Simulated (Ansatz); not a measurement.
PbSe (Clausthalite), 2 atoms in the cell. The structure is cubic, space group Fm-3m (No. 225). The conventional cell has a = 6.121 Å, b = 6.121 Å, c = 6.121 Å, α = 90.00°, β = 90.00°, γ = 90.00°. Around Pb (site symmetry m-3m) lie 6 Se at 3.06 Å. Se (site symmetry m-3m) has 6 Pb at 3.06 Å as nearest neighbours. 

```yaml
Program: Ansatz 0.2.0
Task: elastic constants
Functional: PBEsol
Potentials_or_basis: all-electron LAPW, scalar-relativistic
Cutoff: 204 eV (chosen from the basis error)
Basis_error_allowed: 0.001 eV/atom
k_mesh: 6 × 6 × 6
Occupations: fermi-dirac, width 0.05 eV
Spin: no spin polarisation
```

Potentials or basis: all-electron LAPW, scalar-relativistic.

Run with:

```console
$ ansatz run input.yaml --threads 1 --pin off --max-ram 3072MiB --backend cpu --events-out ev --progress --plain --runs-dir out
```

Hardware: 1 thread of Intel(R) Xeon(R) 6975P-C (Granite Rapids), on a shared host.

**Question.** Estimate the wall time of this run.

**Answer.** Run time: 28 s on 1 thread of Intel(R) Xeon(R) 6975P-C (Granite Rapids), with other jobs on the host, peak memory 0.42 GiB. Counts: scf iterations 41, plane waves 339, k points 16, bands 36.
